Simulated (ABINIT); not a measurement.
**Al: single point with PBEsol**

The system is Al.

```xyz
1
Lattice="-1.5912 1.5912 1.5912 1.5912 -1.5912 1.5912 1.5912 1.5912 -1.5912" Properties=species:S:1:pos:R:3 pbc="T T T"
Al    0.0000    0.0000    0.0000
```

This isn't the form of Al at room conditions, which is fcc.

```yaml
Program: ABINIT 10.8.3 (patched build)
Task: single point
Functional: PBEsol
Potentials_or_basis: JTH PAW PBE v2.0
Cutoff: 490 eV
k_mesh: 12 × 12 × 12
Occupations: fermi-dirac, width 0.05 eV
Spin: no spin polarisation
Fine-grid_cutoff: 979.61 eV
```

```json
{
  "Pressure": "2.5 GPa",
  "Band gap on the k mesh": "none (metal or under the smearing width)",
  "Valence electrons inside the program's atomic spheres": "Al 0.76 (radii [1.0074] Å)"
}
```

Levels at points of the mesh, in eV from the Fermi level:
```csv
k point,band 1,band 2,band 3,band 4,band 5
"(0.00, 0.00, 0.00)",-11.28,13.48,13.48,13.48,15.02
"(0.50, 0.00, 0.00)",-4.40,-3.87,8.34,8.38,10.14
"(0.50, 0.50, 0.50)",1.92,1.92,1.92,2.98,2.98
```

Run time: 4.9 s on 1 thread of Arm Neoverse V1, with other jobs on the host, peak memory 0.08 GiB.

Caveat: the PAW data sets were made with another functional, which shifts forces and pressure a little.
